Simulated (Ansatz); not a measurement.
# Zinc, simple cubic under revPBE: from relaxation to bulk modulus

What does revPBE give for zinc in the simple cubic structure? We relax it, solve it on a dense k-mesh, then scale the cell to 7 volumes from 88 to 112 % of the relaxed one and try a fit of the equation of state. Spin polarisation is left out. The k-meshes are 12×12×12 for the relaxation; 19×19×19 for the dense run; 13×13×13 for the volumes.

This is Zn in the simple cubic structure; at room conditions it is hcp.

Program: Ansatz 0.2.0. Level of theory: DFT revPBE, plane waves (420 eV) with PAW, scalar-relativistic; PBE-made PAW files. These are calculated values, not measurements.

## (1) The system as given

It takes space group Pm-3m (No. 221, cubic). Conventional cell: a = 2.542 Å, b = 2.542 Å, c = 2.542 Å, α = 90.00°, β = 90.00°, γ = 90.00°. Zn (site symmetry m-3m) has 6 Zn at 2.54 Å as nearest neighbours.

Structure file:

```
CELL_PARAMETERS angstrom
2.54208 0.00000 0.00000
0.00000 2.54208 0.00000
0.00000 0.00000 2.54208
ATOMIC_POSITIONS crystal
Zn 0.00000 0.00000 0.00000
```

## (2) Relaxation of the cell

The input, input.yaml:

```yaml
crystal:
  lattice:
    - [2.5420818099, 0.0, 0.0]
    - [0.0, 2.5420818099, 0.0]
    - [0.0, 0.0, 2.5420818099]
  atoms:
    - { symbol: Zn, position: [0.0, 0.0, 0.0] }
hamiltonian:
  xc: revpbe
  pseudopotentials:
    kind: paw
    azcp:
      Zn: "pseudopotentials/Zn.paw.azcp"
basis:
  ecutwfc: 420
  fft_grid_basis: typed
kpoints:
  mp_grid: { grid: [12, 12, 12], shift: [0, 0, 0] }
magnetization:
  spin_polarized: false
scf:
  occupations: { method: fermi_dirac, width: 0.1 }
relax:
  max_steps: 60
  f_tol: 0.01
  cell: {}
output:
  write_density: true
  write_potential: true
  elf: true
  volumetric_format: npy
```

Output:

```text
Warning: RAYON_NUM_THREADS=2 ignored (pool sized by the plan → 2); use --threads N
Engine: ansatz 0.2.0, x86_64-unknown-linux-gnu
Pseudopotentials: kind: paw
Pseudopotential: Zn, paw, valence charge 12, recommended cutoff 420 eV (normal), <dir>
Functional definition: revPBE
  parameter kappa = 1.245
  parameter beta = 0.06672455060314922
  exchange = pbe_x(kappa = kappa, mu = beta*pi^2/3)
  correlation = pbe_c(beta = beta)
Crystal: 1 atoms, lattice volume = 16.427 Å³
Basis set: ecut = 420 eV, 341 PW (Γ), exchange–correlation on 36×36×36 points (8 copies of the dense FFT grid, shifted against one another)
Bands: 10, of which v1, the nominal top of the filled ones, is band 6 counted from 1 (5 counted from 0)
Symmetry: 48 space group operations
Space group: Pm-3m (ITA 221), of the structure as read, at distance tolerance 2.5e-5 Å
k-points: 84 of 1728
Non-local potential: Zn, projectors of the file, l = 0: 2, l = 1: 2, l = 2: 3, l = 3: 1
PAW form: soft (Blöchl's): semilocal exchange-correlation on the pseudo side does not see the compensation charge
PAW frozen core: Zn, regenerated for the run's functional, and the local potential with it (the file was generated under x = pbe(κ = 0.804, μ = 0.2195149727645171), c = pbe(β = 0.06672455060314922))
PAW one-centre angular grid: Zn, 590 points (default); XC on 64 Gauss nodes
Initial density: superposition of atomic densities (neutral atoms: chi_scale 0, normalization atom), corrected by the library's trained network
Initial wavefunctions: pseudopotential atomic-orbital guess
Functional: x = revpbe(κ = 1.245, μ = 0.2195149727645171), c = pbe(β = 0.06672455060314922)
SCF iter   1: F=—  HF=-3322.620590 eV  |F-HF|=—  |Δ(HF+E_count)|=         —  Δρ=7.58e-3  dr2=5.00e-3  ethr=1.77e-3  ⟨swp⟩=5.0  Hψ=5421  notcnv=0
preconditioner: auto → none  [metal: Δε(μ)=0.111 eV  Ē_g=17.071 eV  σ=0.100 eV  W_gap=0.26  n_scr=6 (ndim 8)  ℏωp=31.7 eV  f_vac=0.000  D(μ)=0.35/eV (n_scr^D=0)  sad-step TF]
SCF iter   2: F=—  HF=-3322.619546 eV  |F-HF|=—  |Δ(HF+E_count)|=   1.04e-3  Δρ=1.95e-3  dr2=2.47e-4  ethr=4.17e-5  ⟨swp⟩=2.0  Hψ=2130  notcnv=0  defer=5
SCF iter   3: F=—  HF=-3322.619048 eV  |F-HF|=—  |Δ(HF+E_count)|=   4.97e-4  Δρ=3.82e-4  dr2=1.05e-5  ethr=2.06e-6  ⟨swp⟩=2.0  Hψ=1337  notcnv=0  defer=5
SCF iter   4: F=—  HF=-3322.619028 eV  |F-HF|=—  |Δ(HF+E_count)|=   2.03e-5  Δρ=1.76e-4  dr2=2.48e-6  ethr=8.75e-8  ⟨swp⟩=2.0  Hψ=1348  notcnv=0  defer=5
SCF iter   5: F=—  HF=-3322.619030 eV  |F-HF|=—  |Δ(HF+E_count)|=   2.09e-6  Δρ=1.30e-4  dr2=1.51e-6  ethr=2.07e-8  ⟨swp⟩=2.0  Hψ=1337  notcnv=0  defer=5
SCF iter   6: F=—  HF=-3322.619030 eV  |F-HF|=—  |Δ(HF+E_count)|=   3.36e-7  Δρ=6.30e-5  dr2=3.60e-7  ethr=1.26e-8  ⟨swp⟩=2.0  Hψ=1209  notcnv=0  defer=5
SCF iter   7: F=-3322.619030 eV  HF=-3322.619030 eV  |F-HF|=1.17e-8  |Δ(HF+E_count)|=   1.09e-7  Δρ=1.14e-5  dr2=1.18e-8  ethr=8.33e-10  ⟨swp⟩=7.5  Hψ=4285  notcnv=0
SCF 1 converged in 7 iterations: F = -3322.619030 eV  dr2 = 1.18e-8
relax step   1: F+E_penalty+E_count = -3322.61902983 eV  Δ(F+E_penalty+E_count) = +0.000e0 eV  max|allowed force component| = 0.000e0 eV/Å  Δτ_max = 0.0000 Å  P = +8.379 GPa  Ω = 16.427 Å³  (7 SCF iters, dr2 threshold 1.00e-7 eV, accepted)
Crystal: 1 atoms, lattice volume = 17.573 Å³
Initial density: handed on by an earlier stage of this run
Initial wavefunctions: those handed on with the density
iter 1 solved again at ethr=3.27e-5 eV; its pass at ethr=3.10e-3 eV (dr2=3.93e-3 eV) is discarded
SCF iter   1: F=—  HF=-3322.661419 eV  |F-HF|=—  |Δ(HF+E_count)|=         —  Δρ=6.04e-3  dr2=4.26e-3  ethr=3.27e-5  ⟨swp⟩=1.9  Hψ=8487  notcnv=0
preconditioner: auto → none  [metal: Δε(μ)=0.011 eV  Ē_g=16.498 eV  σ=0.100 eV  W_gap=0.03  n_scr=6 (ndim 8)  ℏωp=30.7 eV  f_vac=0.000  D(μ)=0.40/eV (n_scr^D=0)]
SCF iter   2: F=—  HF=-3322.660459 eV  |F-HF|=—  |Δ(HF+E_count)|=   9.60e-4  Δρ=2.35e-3  dr2=4.24e-4  ethr=3.27e-5  ⟨swp⟩=2.0  Hψ=1624  notcnv=0
SCF iter   3: F=—  HF=-3322.660005 eV  |F-HF|=—  |Δ(HF+E_count)|=   4.54e-4  Δρ=7.01e-4  dr2=7.25e-5  ethr=3.54e-6  ⟨swp⟩=2.0  Hψ=1453  notcnv=0
SCF iter   4: F=—  HF=-3322.659970 eV  |F-HF|=—  |Δ(HF+E_count)|=   3.45e-5  Δρ=7.29e-5  dr2=6.29e-7  ethr=6.04e-7  ⟨swp⟩=2.1  Hψ=1534  notcnv=0
SCF iter   5: F=-3322.659971 eV  HF=-3322.659971 eV  |F-HF|=4.38e-9  |Δ(HF+E_count)|=   4.28e-7  Δρ=1.08e-5  dr2=6.50e-9  ethr=8.33e-10  ⟨swp⟩=8.6  Hψ=4932  notcnv=0
SCF 2 converged in 5 iterations: F = -3322.659971 eV  dr2 = 6.50e-9
relax step   2: F+E_penalty+E_count = -3322.65997063 eV  Δ(F+E_penalty+E_count) = -4.094e-2 eV  max|allowed force component| = 0.000e0 eV/Å  Δτ_max = 0.0000 Å  P = +3.610 GPa  Ω = 17.573 Å³  energy of the carried Pulay correction = -8.480e-4 eV  (5 SCF iters, dr2 threshold 1.00e-7 eV, accepted)
Crystal: 1 atoms, lattice volume = 18.552 Å³
Basis set: ecut = 420 eV, 365 PW (Γ), exchange–correlation on 36×36×36 points (8 copies of the dense FFT grid, shifted against one another)
iter 1 solved again at ethr=1.71e-5 eV; its pass at ethr=3.10e-3 eV (dr2=2.05e-3 eV) is discarded
SCF iter   1: F=—  HF=-3322.672927 eV  |F-HF|=—  |Δ(HF+E_count)|=         —  Δρ=4.35e-3  dr2=2.38e-3  ethr=1.71e-5  ⟨swp⟩=1.9  Hψ=8613  notcnv=0
preconditioner: auto → none  [metal: Δε(μ)=0.013 eV  Ē_g=16.030 eV  σ=0.100 eV  W_gap=0.03  n_scr=6 (ndim 8)  ℏωp=29.9 eV  f_vac=0.000  D(μ)=0.44/eV (n_scr^D=0)]
SCF iter   2: F=—  HF=-3322.672400 eV  |F-HF|=—  |Δ(HF+E_count)|=   5.27e-4  Δρ=1.71e-3  dr2=2.34e-4  ethr=1.71e-5  ⟨swp⟩=2.0  Hψ=1363  notcnv=0
SCF iter   3: F=—  HF=-3322.672151 eV  |F-HF|=—  |Δ(HF+E_count)|=   2.50e-4  Δρ=4.98e-4  dr2=4.05e-5  ethr=1.95e-6  ⟨swp⟩=2.0  Hψ=1340  notcnv=0
SCF iter   4: F=—  HF=-3322.672148 eV  |F-HF|=—  |Δ(HF+E_count)|=   2.77e-6  Δρ=6.16e-5  dr2=5.72e-7  ethr=3.38e-7  ⟨swp⟩=2.0  Hψ=1288  notcnv=0
SCF iter   5: F=-3322.672148 eV  HF=-3322.672148 eV  |F-HF|=6.06e-9  |Δ(HF+E_count)|=   3.79e-8  Δρ=1.76e-5  dr2=2.66e-8  ethr=8.33e-10  ⟨swp⟩=8.8  Hψ=5029  notcnv=0
SCF 3 converged in 5 iterations: F = -3322.672148 eV  dr2 = 2.66e-8
relax step   3: F+E_penalty+E_count = -3322.67214795 eV  Δ(F+E_penalty+E_count) = -1.218e-2 eV  max|allowed force component| = 0.000e0 eV/Å  Δτ_max = 0.0000 Å  P = +0.753 GPa  Ω = 18.552 Å³  energy of the carried Pulay correction = -1.529e-3 eV  (5 SCF iters, dr2 threshold 1.00e-7 eV, accepted)
Crystal: 1 atoms, lattice volume = 18.869 Å³
iter 1 solved again at ethr=1.87e-6 eV; its pass at ethr=3.10e-3 eV (dr2=2.25e-4 eV) is discarded
SCF iter   1: F=—  HF=-3322.672722 eV  |F-HF|=—  |Δ(HF+E_count)|=         —  Δρ=1.25e-3  dr2=2.03e-4  ethr=1.87e-6  ⟨swp⟩=2.6  Hψ=8256  notcnv=0
preconditioner: auto → none  [metal: Δε(μ)=0.026 eV  Ē_g=15.850 eV  σ=0.100 eV  W_gap=0.07  n_scr=6 (ndim 8)  ℏωp=29.6 eV  f_vac=0.000  D(μ)=0.45/eV (n_scr^D=0)]
SCF iter   2: F=—  HF=-3322.672678 eV  |F-HF|=—  |Δ(HF+E_count)|=   4.39e-5  Δρ=4.88e-4  dr2=1.92e-5  ethr=1.69e-6  ⟨swp⟩=2.0  Hψ=1316  notcnv=0
SCF iter   3: F=—  HF=-3322.672676 eV  |F-HF|=—  |Δ(HF+E_count)|=   1.56e-6  Δρ=1.46e-4  dr2=3.62e-6  ethr=1.60e-7  ⟨swp⟩=2.1  Hψ=1349  notcnv=0
SCF iter   4: F=-3322.672675 eV  HF=-3322.672675 eV  |F-HF|=2.37e-8  |Δ(HF+E_count)|=   1.52e-6  Δρ=2.00e-5  dr2=6.45e-8  ethr=8.33e-10  ⟨swp⟩=6.8  Hψ=5182  notcnv=0
SCF 4 converged in 4 iterations: F = -3322.672675 eV  dr2 = 6.45e-8
relax step   4: F+E_penalty+E_count = -3322.67267477 eV  Δ(F+E_penalty+E_count) = -5.268e-4 eV  max|allowed force component| = 0.000e0 eV/Å  Δτ_max = 0.0000 Å  P = +0.008 GPa  Ω = 18.869 Å³  energy of the carried Pulay correction = -1.741e-3 eV  (4 SCF iters, dr2 threshold 1.00e-7 eV, accepted)
Initial wavefunctions: pseudopotential atomic-orbital guess (no wavefunctions were taken with the density)
iter 1 solved again at ethr=3.07e-6 eV; its pass at ethr=3.10e-3 eV (dr2=3.69e-4 eV) is discarded
SCF iter   1: F=—  HF=-3322.670534 eV  |F-HF|=—  |Δ(HF+E_count)|=         —  Δρ=1.48e-3  dr2=1.20e-5  ethr=3.07e-6  ⟨swp⟩=2.2  Hψ=7256  notcnv=0
preconditioner: auto → none  [metal: Δε(μ)=0.028 eV  Ē_g=15.831 eV  σ=0.100 eV  W_gap=0.07  n_scr=6 (ndim 8)  ℏωp=29.6 eV  f_vac=0.000  D(μ)=0.45/eV (n_scr^D=0)]
SCF iter   2: F=—  HF=-3322.673120 eV  |F-HF|=—  |Δ(HF+E_count)|=   2.59e-3  Δρ=7.76e-4  dr2=7.79e-6  ethr=1.00e-7  ⟨swp⟩=2.0  Hψ=1342  notcnv=0
SCF iter   3: F=—  HF=-3322.673864 eV  |F-HF|=—  |Δ(HF+E_count)|=   7.44e-4  Δρ=2.40e-4  dr2=2.99e-6  ethr=6.49e-8  ⟨swp⟩=2.0  Hψ=1331  notcnv=0
SCF iter   4: F=—  HF=-3322.673908 eV  |F-HF|=—  |Δ(HF+E_count)|=   4.40e-5  Δρ=6.45e-5  dr2=7.33e-8  ethr=2.49e-8  ⟨swp⟩=2.0  Hψ=1293  notcnv=0
SCF iter   5: F=—  HF=-3322.673913 eV  |F-HF|=—  |Δ(HF+E_count)|=   4.34e-6  Δρ=5.47e-6  dr2=3.02e-9  ethr=6.11e-10  ⟨swp⟩=2.5  Hψ=1358  notcnv=0
SCF iter   6: F=—  HF=-3322.673913 eV  |F-HF|=—  |Δ(HF+E_count)|=   2.67e-8  Δρ=9.91e-7  dr2=7.49e-11  ethr=2.52e-11  ⟨swp⟩=1.3  Hψ=974  notcnv=0
SCF iter   7: F=-3322.673913 eV  HF=-3322.673913 eV  |F-HF|=3.64e-12  |Δ(HF+E_count)|=   1.04e-9  Δρ=1.45e-7  dr2=4.39e-12  ethr=1.00e-12  ⟨swp⟩=5.5  Hψ=3264  notcnv=0
SCF 5 converged in 7 iterations: F = -3322.673913 eV  dr2 = 4.39e-12
relax step   5: F+E_penalty+E_count = -3322.67391268 eV  Δ(F+E_penalty+E_count) = -1.238e-3 eV  max|allowed force component| = 0.000e0 eV/Å  Δτ_max = 0.0000 Å  P = -0.038 GPa  Ω = 18.869 Å³  stress off target by 3.79e-2 GPa  SCF on the basis re-selected at this cell (its energy is not comparable with the rows above)  (7 SCF iters)
basis re-selected at this cell: Δ(F+E_penalty+E_count) = -1.238e-3 eV, ΔP = -0.046 GPa vs the last step (what re-selecting the basis moved, of the pressure what is left beyond the Pulay correction that the steps carried, after the strain that the cell walked since its last selection, with what the two solves' SCF thresholds leave and, on support functions, any second-order correction that the steps lacked; it is no measure of the basis error at this ecutwfc). This SCF's stress stands 3.79e-2 GPa from its target on what of the cell is left free (relax.cell.stress_tol is 5.00e-2 GPa) and its largest allowed force component is 0.00e0 eV/Å (relax.f_tol is 1.00e-2 eV/Å): within both
SCF converged after 7 iterations
Free energy (F): -3322.673913 eV
Harris-Foulkes:  -3322.673913 eV  (|F-HF|=3.64e-12)
Internal energy: -3322.659895 eV  (E = F + TS)
E sigma→0 (E₀):  -3322.666904 eV
Entropy (-TS):   -0.014018 eV (-14.018 meV/atom)
Fermi energy:    8.074760 eV
--- Per-component energies (eV) ---
  E_band       = 18.674543
  E_kinetic    = 129.877041
  E_local      = -1705.860481  (includes V_loc(G=0)·N_el)
  E_nonlocal   = 610.832598
  E_hartree    = 713.319878
  E_xc         = -137.134873
  E_vxc        = -51.029804  (∫ρ·V_xc dr)
  E_paw        = -1828.693426  (= ΣΔE_a)
  E_vpaw       = -391.784135  (= ΣTr[D̂ρ^β])
  E_aug_tail   = -0.000380  (compensation charges beyond the density's cutoff)
  E_ewald      = -1104.943349
  E_core_change = -0.056904  (= ΣΔE_core)
  E_smearing   = -0.014018  (= −TS)
  E_closure    = 0.000000  (closes the sum)
  Σ components = -3322.673913   (vs F -3322.673913, Δ=0.00e0)
--- Forces (eV/Å), atoms counted from 1 ---
  atom   1  Zn    -0.00000000    -0.00000000    -0.00000000
  max |Σ_I F_I| component: 1.95e-32 eV/Å
--- Stress (GPa, compression-positive) ---
       -0.037943       0.000000      -0.000000
        0.000000      -0.037943      -0.000000
       -0.000000      -0.000000      -0.037943
  P = ⅓ Tr σ = -0.0379 GPa (-0.379 kbar)
--- Band table (eV; the first three rows and the last of 84) ---
  k-point 0: bands = ["-0.6439", "0.3072", "0.3072", "1.3784", "1.3784", "1.3784", "19.9665", "19.9665", "19.9665", "22.7553"]
  k-point 1: bands = ["-0.4960", "0.3147", "0.3485", "1.3568", "1.3568", "1.3801", "17.9043", "20.1388", "20.1388", "22.8635"]
  k-point 2: bands = ["-0.1043", "0.3355", "0.5168", "1.2984", "1.2984", "1.3851", "14.9920", "20.6460", "20.6460", "23.1949"]
  k-point 83: bands = ["0.5577", "0.5577", "0.5577", "1.6489", "1.6489", "13.4508", "13.4508", "13.4508", "17.0574", "18.4541"]
--- Relaxed structure (4 steps of the walk, 4 accepted, 1 SCFs on fresh bases) ---
  F+E_penalty+E_count = -3322.67391268 eV   max|allowed force component| = 0.000e0 eV/Å   (the final SCF, on the basis selected at the relaxed cell)
  cell:  # Å, volume = 18.8689 Å³
    - [2.662251965655822, -1.2839532962581573e-33, 8.9876730738071e-34]
    - [-3.3382785702712086e-33, 2.662251965655822, 0.0]
    - [-1.1555579666323415e-33, 0.0, 2.662251965655822]
  atoms:
    - { symbol: Zn, position: [0.0, 0.0, 0.0] }
```

Run time: 3.1 s. Hardware: 2 threads of Intel Xeon Platinum 8259CL at 2.50GHz (Skylake/Cascade Lake), shared host; peak memory 0.36 GiB.

Relaxation path:

```
step  energy change (meV/atom)  largest force (eV/Å)  pressure (GPa)  volume (Å³/atom)
   1                      0.00                0.0000            8.38            16.427
   2                    -40.94                0.0000            3.61            17.573
   3                    -53.12                0.0000            0.75            18.552
   4                    -53.64                0.0000            0.01            18.869
   5                    -54.88                0.0000           -0.04            18.869
```

Steps that repeat a cell are solved on a basis chosen anew, so their changes of energy are no gain of the relaxation.

The cell of the run, before and after:

|  | before | after | change |
| --- | --- | --- | --- |
| a (Å) | 2.542 | 2.662 | +4.7 % |
| b (Å) | 2.542 | 2.662 | +4.7 % |
| c (Å) | 2.542 | 2.662 | +4.7 % |
| volume (Å³/atom) | 16.427 | 18.869 | +14.9 % |
| shortest distance (Å) | 2.542 | 2.662 | +4.7 % |
| space group (spins left aside) | Pm-3m | Pm-3m | same |

## (3) Single point on a dense mesh

The input, input.yaml:

```yaml
crystal:
  lattice:
    - [2.6622519657, 0.0, 0.0]
    - [0.0, 2.6622519657, 0.0]
    - [0.0, 0.0, 2.6622519657]
  atoms:
    - { symbol: Zn, position: [0.0, 0.0, 0.0] }
hamiltonian:
  xc: revpbe
  pseudopotentials:
    kind: paw
    azcp:
      Zn: "pseudopotentials/Zn.paw.azcp"
basis:
  ecutwfc: 420
  fft_grid_basis: typed
kpoints:
  mp_grid: { grid: [19, 19, 19], shift: [0, 0, 0] }
magnetization:
  spin_polarized: false
scf:
  occupations: { method: fermi_dirac, width: 0.1 }
```

Output, shortened:

```text
Warning: RAYON_NUM_THREADS=2 ignored (pool sized by the plan → 2); use --threads N
[...]
[... 3 set-up lines as earlier in the session ...]
[...]
Crystal: 1 atoms, lattice volume = 18.869 Å³
Basis set: ecut = 420 eV, 365 PW (Γ)
Bands: 10, of which v1, the nominal top of the filled ones, is band 6 counted from 1 (5 counted from 0)
[... 1 set-up line as earlier in the session ...]
Space group: Pm-3m (ITA 221), of the structure as read, at distance tolerance 2.7e-5 Å
k-points: 220 of 6859
[...]
SCF iter   1: F=—  HF=-3322.681016 eV  |F-HF|=—  |Δ(HF+E_count)|=         —  Δρ=7.09e-3  dr2=4.99e-3  ethr=1.77e-3  ⟨swp⟩=5.2  Hψ=14163  notcnv=0
[...]
SCF iter   7: F=-3322.679619 eV  HF=-3322.679619 eV  |F-HF|=1.37e-8  |Δ(HF+E_count)|=   1.15e-7  Δρ=1.10e-5  dr2=1.29e-8  ethr=8.33e-10  ⟨swp⟩=1.4  Hψ=6730  notcnv=0
[...]
SCF converged after 7 iterations
Free energy (F): -3322.679619 eV
[...]
E sigma→0 (E₀):  -3322.673783 eV
Entropy (-TS):   -0.011672 eV (-11.672 meV/atom)
Fermi energy:    8.060279 eV
[...]
```

Wall time 1.4 s (2 threads of Intel Xeon Platinum 8259CL at 2.50GHz (Skylake/Cascade Lake), shared host); peak memory 0.37 GiB.

## (4) At 88 % of the relaxed volume

The input, input.yaml:

```yaml
crystal:
  lattice:
    - [2.5511933865, 0.0, 0.0]
    - [0.0, 2.5511933865, 0.0]
    - [0.0, 0.0, 2.5511933865]
  atoms:
    - { symbol: Zn, position: [0.0, 0.0, 0.0] }
hamiltonian:
  xc: revpbe
  pseudopotentials:
    kind: paw
    azcp:
      Zn: "pseudopotentials/Zn.paw.azcp"
basis:
  ecutwfc: 420
  fft_grid_basis: typed
kpoints:
  mp_grid: { grid: [13, 13, 13], shift: [0, 0, 0] }
magnetization:
  spin_polarized: false
scf:
  occupations: { method: fermi_dirac, width: 0.1 }
  lower_state_search: "off"
output:
  stress: true
```

Output, shortened:

```text
Warning: RAYON_NUM_THREADS=2 ignored (pool sized by the plan → 2); use --threads N
[...]
[... 3 set-up lines as earlier in the session ...]
[...]
Crystal: 1 atoms, lattice volume = 16.605 Å³
Basis set: ecut = 420 eV, 341 PW (Γ)
Bands: 10, of which v1, the nominal top of the filled ones, is band 6 counted from 1 (5 counted from 0)
[... 1 set-up line as earlier in the session ...]
Space group: Pm-3m (ITA 221), of the structure as read, at distance tolerance 2.6e-5 Å
k-points: 84 of 2197
[...]
SCF iter   1: F=—  HF=-3322.635922 eV  |F-HF|=—  |Δ(HF+E_count)|=         —  Δρ=7.25e-3  dr2=4.77e-3  ethr=1.77e-3  ⟨swp⟩=5.0  Hψ=5423  notcnv=0
[...]
SCF iter   7: F=-3322.634431 eV  HF=-3322.634431 eV  |F-HF|=1.26e-8  |Δ(HF+E_count)|=   1.23e-7  Δρ=1.15e-5  dr2=1.23e-8  ethr=8.33e-10  ⟨swp⟩=4.4  Hψ=2776  notcnv=0
[...]
SCF converged after 7 iterations
Free energy (F): -3322.634431 eV
[...]
E sigma→0 (E₀):  -3322.629505 eV
Entropy (-TS):   -0.009852 eV (-9.852 meV/atom)
Fermi energy:    9.755494 eV
[...]
--- Stress (GPa, compression-positive) ---
        7.523191       0.000000       0.000000
       -0.000000       7.523191       0.000000
        0.000000       0.000000       7.523191
  P = ⅓ Tr σ = 7.5232 GPa (75.232 kbar)
```

Wall time 0.78 s (2 threads of Intel Xeon Platinum 8259CL at 2.50GHz (Skylake/Cascade Lake), shared host); peak memory 0.33 GiB.

## (5) At 92 % of the relaxed volume

input.yaml, as its differences from that of step 4:

```diff
@@ -2,5 +2,5 @@
   lattice:
-    - [2.5511933865, 0.0, 0.0]
-    - [0.0, 2.5511933865, 0.0]
-    - [0.0, 0.0, 2.5511933865]
+    - [2.5892765144, 0.0, 0.0]
+    - [0.0, 2.5892765144, 0.0]
+    - [0.0, 0.0, 2.5892765144]
   atoms:
@@ -25 +25,5 @@
   stress: true
+  write_density: true
+  write_potential: true
+  elf: true
+  volumetric_format: npy
```

Output, shortened:

```text
Warning: RAYON_NUM_THREADS=2 ignored (pool sized by the plan → 2); use --threads N
[...]
[... 3 set-up lines as earlier in the session ...]
[...]
Crystal: 1 atoms, lattice volume = 17.359 Å³
Basis set: ecut = 420 eV, 341 PW (Γ)
Bands: 10, of which v1, the nominal top of the filled ones, is band 6 counted from 1 (5 counted from 0)
[... 2 set-up lines as earlier in the session ...]
k-points: 84 of 2197
[...]
SCF iter   1: F=—  HF=-3322.663686 eV  |F-HF|=—  |Δ(HF+E_count)|=         —  Δρ=7.19e-3  dr2=4.91e-3  ethr=1.77e-3  ⟨swp⟩=5.1  Hψ=5406  notcnv=0
[...]
SCF iter   7: F=-3322.662201 eV  HF=-3322.662201 eV  |F-HF|=1.17e-8  |Δ(HF+E_count)|=   1.24e-7  Δρ=1.08e-5  dr2=1.15e-8  ethr=8.33e-10  ⟨swp⟩=5.6  Hψ=4743  notcnv=0
[...]
SCF converged after 7 iterations
Free energy (F): -3322.662201 eV
[...]
E sigma→0 (E₀):  -3322.657157 eV
Entropy (-TS):   -0.010089 eV (-10.089 meV/atom)
Fermi energy:    9.160658 eV
[...]
--- Stress (GPa, compression-positive) ---
        4.390359       0.000000       0.000000
        0.000000       4.390359       0.000000
        0.000000       0.000000       4.390359
  P = ⅓ Tr σ = 4.3904 GPa (43.904 kbar)
--- Band table (eV; the first three rows and the last of 84) ---
  k-point 0: bands = ["-0.1576", "1.1022", "1.1022", "2.3517", "2.3517", "2.3517", "21.6741", "21.6741", "21.6741", "24.5035"]
[...]
```

Wall time 1 s (2 threads of Intel Xeon Platinum 8259CL at 2.50GHz (Skylake/Cascade Lake), shared host); peak memory 0.34 GiB.

Density in a lattice plane of the grid's cell (edges 2.59 and 2.59 Å, at 0.000 of the third edge), which holds Zn.

Ten even steps from '0' (0.11 e/Å³) to '9' (45.69 e/Å³):
```
764210000000000000001246
543100000000000000000134
211000000000000000000011
100000000000000000000000
000000000000000000000000
000000000000000000000000
000000000000000000000000
000000000000000000000000
000000000000000000000000
000000000000000000000000
000000000000000000000000
000000000000000000000000
000000000000000000000000
000000000000000000000000
000000000000000000000000
100000000000000000000000
211000000000000000000011
543100000000000000000134
764210000000000000001246
986310000000000000001368
```
Columns run along the first of these edges and rows up along the second, over one cell in 24 and 20 even steps from the bottom left corner. Atoms in the plane (fractional): Zn at (0.00, 0.00).

ELF in the same plane.

Ten even steps from '0' (0.00) to '9' (0.30):
```
000002467789998776420000
000013467789998776431000
000124567789998776542100
112345677789998777654321
344566777889998877766544
666777777899999877777766
777777788888888888777777
888888888888888888888888
999999999888788899999999
999999999887778899999999
999999999888788899999999
888888888888888888888888
777777788888888888777777
666777777899999877777766
344566777889998877766544
112345677789998777654321
000124567789998776542100
000013467789998776431000
000002467789998776420000
000001357789998775310000
```
Columns run along the first of these edges and rows up along the second, over one cell in 24 and 20 even steps from the bottom left corner. Atoms in the plane (fractional): Zn at (0.00, 0.00).

Both are smooth fields of the valence electrons: close to the nuclei they are not physical.

(Part 1 of 2 ends here.)
